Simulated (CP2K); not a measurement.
CsPbCl3:

```xyz
5
Lattice="5.6050 0.0000 0.0000 0.0000 5.6050 0.0000 0.0000 0.0000 5.6050" Properties=species:S:1:pos:R:3 pbc="T T T"
Pb    2.8025    2.8025    2.8025
Cs    0.0000    0.0000    0.0000
Cl    2.8025    0.0000    2.8025
Cl    0.0000    2.8025    2.8025
Cl    2.8025    2.8025    0.0000
```

Base run:

- Program: CP2K 2026.2
- Functional: PBE
- Dispersion: D3(BJ)+ATM
- Potentials or basis: POTENTIAL_UZH Pb GTH-PBE-q4, Cs GTH-PBE-q9, Cl GTH-PBE-q7; DZVP-MOLOPT-PBE-GTH basis
- Density cutoff: 6123 eV
- k mesh: 5 × 5 × 5
- Occupations: fermi-dirac, width 0.05 eV
- Spin: no spin polarisation

Its results: band gap on the k mesh 2.87 eV, direct; pressure 1.3 GPa.

Task: The run is repeated on the same cell with these changes: dispersion from D3(BJ)+ATM to none. What comes out?

Result: Band gap on the k mesh 2.87 eV, direct; pressure 2.1 GPa.

Dispersion adds attraction, which lowers the pressure at fixed volume and, as a term added to the energy, leaves the levels alone.

Caveats: spin-orbit coupling is left out, which as a rule narrows the gap of such compounds by several tenths of an eV; an odd mesh through Γ misses points on the zone boundary, where band edges often lie; the basis of atomic orbitals isn't converged, which shifts pressures, moduli and gaps.
